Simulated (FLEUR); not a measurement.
# free Co(001) film, 3 layers: parallel and opposed starts, part 2 of 2

Wanted: the moments of free Co(001) film, 3 layers and the energy of each order that was tried.

FLEUR MaX-R8.1; LDA (VWN); all-electron FLAPW film, Dirac cores, scalar-relativistic bands.

So far. Step 2 (Start 1: ferro +++): After 29 cycles the largest moment stands at 1.86 μB.

## (4) Order 3, typed as no spin polarisation

Without spin polarisation no moment can form, so the difference from the other runs is what forming moments gains.

inp.xml

```
<?xml version="1.0" encoding="UTF-8" standalone="no"?>
<fleurInput fleurInputVersion="0.39">
   <comment>
      Co
   </comment>
   <calculationSetup>
      <cutoffs Kmax="3.64" Gmax="10.9" GmaxXC="10.9" numbands="0"/>
      <scfLoop itmax="120" minDistance="0.00002" maxIterBroyd="15" imix="Anderson" alpha="0.03" precondParam="0.0" spinf="2.0" sdNocoIR="T"/>
      <coreElectrons ctail="T" frcor="F" kcrel="1" coretail_lmax="0"/>
      <xcFunctional name="vwn" relativisticCorrections="F"/>
      <magnetism jspins="1"/>
      <soc l_soc="F" theta="0.0" phi="0.0" spav="F"/>
      <expertModes spex="0" secvar="F"/>
      <geometryOptimization l_f="F" forcealpha="1.0" forcemix="BFGS" epsdisp="0.00001" epsforce="0.00001"/>
      <ldaU l_linMix="F" mixParam="0.05" spinf="1.0"/>
   </calculationSetup>
   <cell>
      <bzIntegration valenceElectrons="51.0" mode="hist" fermiSmearingEnergy="0.00183747">
         <kPointListSelection listName="default-1"/>
         <xi:include xmlns:xi="http://www.w3.org/2001/XInclude" href="kpts.xml"> </xi:include>
      </bzIntegration>
      <xi:include xmlns:xi="http://www.w3.org/2001/XInclude" href="sym.xml"> </xi:include>
      <filmLattice scale="1.0" dVac="12.0" dTilda="14.5">
         <bravaisMatrixFilm>
            <row-1>    4.7369764765348199     0.0000000000000000</row-1>
            <row-2>    0.0000000000000000     4.7369764765348199</row-2>
         </bravaisMatrixFilm>
         <vacuumEnergyParameters vacuum="1" spinUp="-.25" spinDown="-.25"/>
      </filmLattice>
   </cell>
   <atomSpecies>
      <species name="Cobalt (Co)" element="Co" atomicNumber="27">
         <mtSphere radius="2.25" gridPoints="745" logIncrement="0.016"/>
         <atomicCutoffs lmax="8" lnonsphr="6"/>
         <electronConfig flipSpins="F">
            <coreConfig>(1s1/2) (2s1/2) (2p1/2) (2p3/2)</coreConfig>
            <valenceConfig>(3s1/2) (3p1/2) (3p3/2) (4s1/2) (3d3/2) (3d5/2)</valenceConfig>
            <stateOccupation state="(3d3/2)" spinUp="1.400000" spinDown="1.400000"/>
            <stateOccupation state="(3d5/2)" spinUp="2.100000" spinDown="2.100000"/>
         </electronConfig>
         <energyParameters s="4" p="4" d="3" f="4"/>
         <lo type="SCLO" l="0" n="3" eDeriv="0"/>
         <lo type="SCLO" l="1" n="3" eDeriv="0"/>
      </species>
   </atomSpecies>
   <atomGroups>
      <atomGroup species="Cobalt (Co)">
         <filmPos label="                   1">.0000000000 .0000000000 -3.3495417669</filmPos>
         <filmPos label="                   3">.0000000000 .0000000000 3.3495417669</filmPos>
         <force calculate="T" relaxXYZ="TTT"/>
      </atomGroup>
      <atomGroup species="Cobalt (Co)">
         <filmPos label="                   2">1.000/2.000 1.000/2.000 .0000000000</filmPos>
         <force calculate="T" relaxXYZ="TTT"/>
      </atomGroup>
   </atomGroups>
   <output dos="F" band="F" slice="F">
      <bandDOS minEnergy="-.5*Htr" maxEnergy="0.5*Htr" sigma="0.015" storeEVData="T"/>
      <plotting iplot="0" polar="F">
         <plot TwoD="T" vec1="  1.0  0.0  0.0" vec2="  0.0  1.0  0.0" vec3="  0.0  0.0  1.0" zero="  0.0  0.0 -0.5" file="plot"/>
      </plotting>
      <moessbauerParams electricFieldGradient="F" isomerShift="T" coreHyperfine="T" valenceHyperfine="T"/>
   </output>
</fleurInput>
```

crystal.txt

```
Co
&input film=T cartesian=F /
2.50670000000  0.00000000000  0.00000000000
0.00000000000  2.50670000000  0.00000000000
0.00000000000  0.00000000000  1.00000000000
1.8897261246
1.0 1.0 1.0

3
27 0.00000000000  0.00000000000  -3.34954176688
27 0.50000000000  0.50000000000  0.00000000000
27 0.00000000000  0.00000000000  3.34954176688

&kpt div1=12 div2=12 div3=1 gamma=T /
```

Command:

```bash
OMP_NUM_THREADS=1 inpgen -f crystal.txt > inpgen.log  # inp.xml is then edited as shown
OMP_NUM_THREADS=1 mpirun -n 4 fleur_MPI > fleur.log
```

The program printed:

```text
[banner, memory and clock lines left out]
Welcome to FLEUR        (www.flapw.de)
      MaX-Release 8.1          (www.max-centre.eu)

 ========== k-point set info ==========
 Selected k-point list: default-1
 k-point list type: mesh
 12 x 12 x 1
 Number of k points: 28

 [... set-up left out ...]
 Iteration:     1   Distance:      32.07456726 me/bohr^3
 [... lines of the core solver left out ...]
 Iteration:     2   Distance:      15.60670301 me/bohr^3
 [... lines of the core solver left out ...]
 Iteration:     3   Distance:      16.66392093 me/bohr^3
[...]
<FermiEnergy value="-0.1928162729" units="Htr"/>
         [... left out ...]
         <totalEnergy value="    -4173.3449460658" units="Htr">
            <sumOfEigenvalues value="    -2444.5234724223">
               <coreElectrons value="-2374.0758914337"/>
               <valenceElectrons value="-70.4475809886"/>
            </sumOfEigenvalues>
         [... left out ...]
            <freeEnergy value="-4173.3477347477"/>
            <extrapolationTo0K value="-4173.3463404067"/>
         </totalEnergy>
         <densityConvergence units="me/bohr^3">
            <chargeDensity spin="1" distance="0.0000082269"/>
         </densityConvergence>
      </iteration>
```

Wall time 10 s (4 MPI ranks of Arm Neoverse V2, shared host); peak memory 0.19 GiB; 41 s of CPU time.

Read from the output:

```
free energy                                                       : -113562.5771 eV
program's band gap on this mesh (in a metal only a level spacing) : 0.01015 eV
final state                                                       : non-magnetic (no spin polarisation)
```

It lies 257 meV a seeded atom over the first start.

## (5) The states side by side

Free energies are divided by the number of seeded atoms.

Orders:

```
               start    final state  typed order kept  energy over the lowest (meV a seeded atom)  largest sphere moment (μB)  net moment (μB a primitive cell)  mesh matched  CPU time (s)
           ferro +++  ferromagnetic               yes                                           0                       1.861                             5.319           yes         77.16
no spin polarisation   non-magnetic                 -                                       256.7                           0                                 0           yes         41.05
```

## (6) Spin–orbit coupling, moments along z

Spin–orbit coupling ties the spins to the lattice and lets orbital moments form.

A new self-consistent run of the start ferro +++, with the moments along z.

inp.xml

```
<?xml version="1.0" encoding="UTF-8" standalone="no"?>
<fleurInput fleurInputVersion="0.39">
   <comment>
      Co
   </comment>
   <calculationSetup>
      <cutoffs Kmax="3.64" Gmax="10.9" GmaxXC="10.9" numbands="111"/>
      <scfLoop itmax="120" minDistance="0.00002" maxIterBroyd="15" imix="Anderson" alpha="0.03" precondParam="0.0" spinf="2.0" sdNocoIR="T"/>
      <coreElectrons ctail="T" frcor="F" kcrel="1" coretail_lmax="0"/>
      <xcFunctional name="vwn" relativisticCorrections="F"/>
      <magnetism jspins="2"/>
      <soc l_soc="T" theta="0.0" phi="0.0" spav="F"/>
      <expertModes spex="0" secvar="F"/>
      <geometryOptimization l_f="F" forcealpha="1.0" forcemix="BFGS" epsdisp="0.00001" epsforce="0.00001"/>
      <ldaU l_linMix="F" mixParam="0.05" spinf="1.0"/>
   </calculationSetup>
   <cell>
      <bzIntegration valenceElectrons="51.0" mode="hist" fermiSmearingEnergy="0.00183747">
         <kPointListSelection listName="default-1"/>
         <xi:include xmlns:xi="http://www.w3.org/2001/XInclude" href="kpts.xml"> </xi:include>
      </bzIntegration>
      <xi:include xmlns:xi="http://www.w3.org/2001/XInclude" href="sym.xml"> </xi:include>
      <filmLattice scale="1.0" dVac="12.0" dTilda="14.5">
         <bravaisMatrixFilm>
            <row-1>    4.7369764765348199     0.0000000000000000</row-1>
            <row-2>    0.0000000000000000     4.7369764765348199</row-2>
         </bravaisMatrixFilm>
         <vacuumEnergyParameters vacuum="1" spinUp="-.25" spinDown="-.25"/>
      </filmLattice>
   </cell>
   <atomSpecies>
      <species name="Cobalt (Co2.000" element="Co" atomicNumber="27">
         <mtSphere radius="2.25" gridPoints="745" logIncrement="0.016"/>
         <atomicCutoffs lmax="8" lnonsphr="6"/>
         <electronConfig flipSpins="F">
            <coreConfig>(1s1/2) (2s1/2) (2p1/2) (2p3/2)</coreConfig>
            <valenceConfig>(3s1/2) (3p1/2) (3p3/2) (4s1/2) (3d3/2) (3d5/2)</valenceConfig>
            <stateOccupation state="(3d3/2)" spinUp="1.5" spinDown="1.3"/>
            <stateOccupation state="(3d5/2)" spinUp="3.0" spinDown="1.2"/>
         </electronConfig>
         <energyParameters s="4" p="4" d="3" f="4"/>
         <lo type="SCLO" l="0" n="3" eDeriv="0"/>
         <lo type="SCLO" l="1" n="3" eDeriv="0"/>
      </species>
   </atomSpecies>
   <atomGroups>
      <atomGroup species="Cobalt (Co2.000">
         <filmPos label="                   1">.0000000000 .0000000000 -3.3495417669</filmPos>
         <filmPos label="                   3">.0000000000 .0000000000 3.3495417669</filmPos>
         <force calculate="T" relaxXYZ="TTT"/>
      </atomGroup>
      <atomGroup species="Cobalt (Co2.000">
         <filmPos label="                   2">1.000/2.000 1.000/2.000 .0000000000</filmPos>
         <force calculate="T" relaxXYZ="TTT"/>
      </atomGroup>
   </atomGroups>
   <output dos="F" band="F" slice="F">
      <bandDOS minEnergy="-.5*Htr" maxEnergy="0.5*Htr" sigma="0.015" storeEVData="T"/>
      <plotting iplot="0" polar="F">
         <plot TwoD="T" vec1="  1.0  0.0  0.0" vec2="  0.0  1.0  0.0" vec3="  0.0  0.0  1.0" zero="  0.0  0.0 -0.5" file="plot"/>
      </plotting>
      <moessbauerParams electricFieldGradient="F" isomerShift="T" coreHyperfine="T" valenceHyperfine="T"/>
   </output>
</fleurInput>
```

crystal.txt

```
Co
&input film=T cartesian=F /
2.50670000000  0.00000000000  0.00000000000
0.00000000000  2.50670000000  0.00000000000
0.00000000000  0.00000000000  1.00000000000
1.8897261246
1.0 1.0 1.0

3
27 0.00000000000  0.00000000000  -3.34954176688 : 2.000
27 0.50000000000  0.50000000000  0.00000000000 : 2.000
27 0.00000000000  0.00000000000  3.34954176688 : 2.000

&soc 0.0000000 0.0000000 /
&kpt div1=12 div2=12 div3=1 gamma=T /
```

The program printed:

```text
[banner, memory and clock lines left out]
Welcome to FLEUR        (www.flapw.de)
      MaX-Release 8.1          (www.max-centre.eu)

 ========== k-point set info ==========
 Selected k-point list: default-1
 k-point list type: mesh
 0 x 0 x 0
 Number of k points: 40

 [... set-up left out ...]
 Iteration:     1   Distance:      31.80898586 me/bohr^3
 [... lines of the core solver left out ...]
 Iteration:     2   Distance:      11.11671339 me/bohr^3
 [... lines of the core solver left out ...]
 Iteration:     3   Distance:      13.83846144 me/bohr^3
 [... lines of the core solver left out ...]
 Iteration:     4   Distance:       8.86290663 me/bohr^3
 [... lines of the core solver left out ...]
 Iteration:     5   Distance:       6.99387668 me/bohr^3
 [... lines of the core solver left out ...]
 Iteration:     6   Distance:       6.53181771 me/bohr^3
 [... lines of the core solver left out ...]
 Iteration:     7   Distance:       4.07430148 me/bohr^3
 [... lines of the core solver left out ...]
[... rest left out ...]

--- out.xml (last complete iteration) ---
<iteration numberForCurrentRun="   28" overallNumber="   28">
         [... left out ...]
         <bandgap value="0.0000000000" units="eV"/>
         <sumValenceSingleParticleEnergies value="-70.7403647374" units="Htr"/>
         <FermiEnergy value="-0.1852841441" units="Htr"/>
         [... left out ...]
         <magneticMomentsInMTSpheres units="muBohr">
            <globalMagMoment atomType="1" vec="0.00000   0.00000   1.85735"/>
            <globalMagMoment atomType="2" vec="0.00000   0.00000   1.66418"/>
         </magneticMomentsInMTSpheres>
         <orbitalMomentsInMTSpheres units="muBohr">
            <globalMagMoment atomType="1" vec="0.00000   0.00000   0.10045"/>
            <globalMagMoment atomType="2" vec="0.00000   0.00000   0.06899"/>
         </orbitalMomentsInMTSpheres>
         [... left out ...]
         <totalEnergy value="    -4173.3768816417" units="Htr">
            <sumOfEigenvalues value="    -2444.8343978192">
               <coreElectrons value="-2374.0940330817"/>
               <valenceElectrons value="-70.7403647374"/>
            </sumOfEigenvalues>
         [... left out ...]
            <freeEnergy value="-4173.3783806978"/>
            <extrapolationTo0K value="-4173.3776311698"/>
         </totalEnergy>
         <densityConvergence units="me/bohr^3">
            <chargeDensity spin="1" distance="0.0000099460"/>
            <chargeDensity spin="2" distance="0.0000130473"/>
            <overallChargeDensity distance="0.0000141403"/>
            <spinDensity distance="0.0000183947"/>
         </densityConvergence>
      </iteration>
```

It took 69 s on 4 MPI ranks; peak memory 0.36 GiB; 4.6 min of CPU time.

Spin moment in the muffin-tin sphere by atom:

| atom | spin moment in the muffin-tin sphere (μB) |
| --- | --- |
| Co1 | 1.86 |
| Co2 | 1.66 |
| Co3 | 1.86 |

Read from the output:

```
free energy                                                       : -113563.4111 eV
program's band gap on this mesh (in a metal only a level spacing) : 0 eV
magnetization                                                     : 5.310 μB
final state                                                       : ferromagnetic
orbital moment along the spin                                     : 0.1004 μB
```

Orbital moment in the sphere, along the spin axis by atom:

```csv
atom,"orbital moment in the sphere, along the spin axis (μB)"
Co1,0.100
Co2,0.069
Co3,0.100
```

Fields along z, the direction of positive moments; semicore shells count as valence. Hyperfine fields at the nuclei:

```
atom  core contact (T)  valence contact (T)  dipolar (T)  orbital (T)  sum (T)  density at the nucleus (e/bohr³)
 Co1             -48.4                 30.7       0.3402        7.314   -10.04                             17204
 Co2            -45.12                21.13      -0.5592        4.931   -19.62                             17204
 Co3             -48.4                 30.7       0.3402        7.314   -10.04                             17204
```

## (7) Results

```
lower run                                                                   : with moments
largest site spin moment                                                    : 1.86 μB
next finished state                                                         : non-magnetic, 257 meV a seeded atom higher
energy gained by spin polarisation                                          : 257 meV a seeded atom
hyperfine field at Co1, along its moment                                    : -10.0 T
orbital moment on the atom of largest spin, along its spin (spin–orbit run) : 0.100 μB
```

In words: No opposed order could be compared. The parallel start holds moments up to 1.86 μB. 1 start gave no converged result and is missing from the ranking; a lower order may hide there. At Co1 the core shells give -48.4 T and the valence and semicore s states 30.7 T along the moment, -9.53 T per μB together; orbital and dipolar parts add 7.7 T. Semilocal functionals tend to give too weak a core polarisation. The orbital moment is parallel to the spin, as Hund's third rule has it for a shell over half filled. No antiferromagnetic order was obtained, so the session says nothing on how the moments order.

[Logs and program files are shortened in this print: banners, set-up blocks, solver, clock and traceback lines can be left out without a mark of their own.]

[Logs are printed without paths, hosts, clocks, repeated set-up lines and the standing remarks that a program may print on its own settings, such as how far it seeks lower states.]

[Hosts, paths, dates, database ids (printed as entryN), source tags and the programs' standing remarks are cut or masked in the printed files.]

[Where a cell is said to come from a database of computed structures, the database is the Materials Project.]
